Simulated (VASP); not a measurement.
Runs of VASP 6.6.1 on Te. Symmetry: P3_121, No. 152, trigonal system. Conventional cell: a = 4.454 Å, b = 4.454 Å, c = 5.924 Å, α = 90.00°, β = 90.00°, γ = 120.00°. Around Te (site symmetry 2) lie 2 Te at 2.86 Å. 

| task | level | potentials or basis | k mesh | cutoff (eV) | smearing | cutoff of the response function | frequency points | empty bands | GW scheme | GW iterations | mesh quality | gap on the mesh (eV) | pressure (GPa) | V0 of scaled cells (Å³/atom) | B0 (GPa) | largest force (eV/Å) |
| --- | --- | --- | --- | --- | --- | --- | --- | --- | --- | --- | --- | --- | --- | --- | --- | --- |
| single point | PBE | VASP PAW PBE potentials, release 64 (Te) | 7 × 7 × 5 | 520 | fermi-dirac 0.05 eV | - | - | - | - | - | not flagged | 0.63 | 1.5 | - | - | 0.16 |
| equation of state | PBE | VASP PAW PBE potentials, release 64 (Te) | 7 × 7 × 5 | 520 | fermi-dirac 0.05 eV | - | - | - | - | - | not flagged | - | - | 34.96 | (c) | - |
| equation of state | PBEsol | VASP PAW PBE potentials, release 64 (Te) | 7 × 7 × 5 | 520 | fermi-dirac 0.05 eV | - | - | - | - | - | not flagged | - | - | (a) | 52 | - |
| single point | PBE | VASP PAW PBE potentials, release 64 (Te_GW) | 4 × 4 × 3 | 450 | gaussian 0.02 eV | - | - | - | - | - | not flagged | 0.79 | 1.5 | - | - | 0.13 |
| single point | PBE | VASP PAW PBE potentials, release 64 (Te_GW) | 4 × 4 × 3 | 500 | gaussian 0.02 eV | - | - | - | - | - | not flagged | 0.79 | 1.5 | - | - | 0.13 |
| single point | PBE | VASP PAW PBE potentials, release 64 (Te_GW) | 3 × 3 × 2 | 450 | gaussian 0.02 eV | - | - | - | - | - | coarse | 0.16 | (d) | - | - | 0.14 |
| single point | PBEsol | VASP PAW PBE potentials, release 64 (Te) | 7 × 7 × 5 | 520 | fermi-dirac 0.05 eV | - | - | - | - | - | not flagged | 0.59 | (b) | - | - | 0.13 |

Alike in all rows: no spin polarisation; cell as given.

Task: Estimate the missing entries.

Result: (a) 33.34; (b) -0.9; (c) 45; (d) 1.8.

Caveats: some runs use coarse meshes; spin-orbit coupling is left out, which moves the levels of the heavy elements (some runs); an odd mesh through Γ misses points on the zone boundary, where band edges often lie (some runs); the cell was scaled at fixed shape and fractional positions, which overstates the stiffness of a crystal with free parameters, most of all of layers and chains (some runs); the PAW data sets were made with another functional, which shifts forces and pressure a little (some runs).

A k mesh can miss the band edges, and the runs leave out spin-orbit coupling on Te.

Not every run made on this cell is shown here.
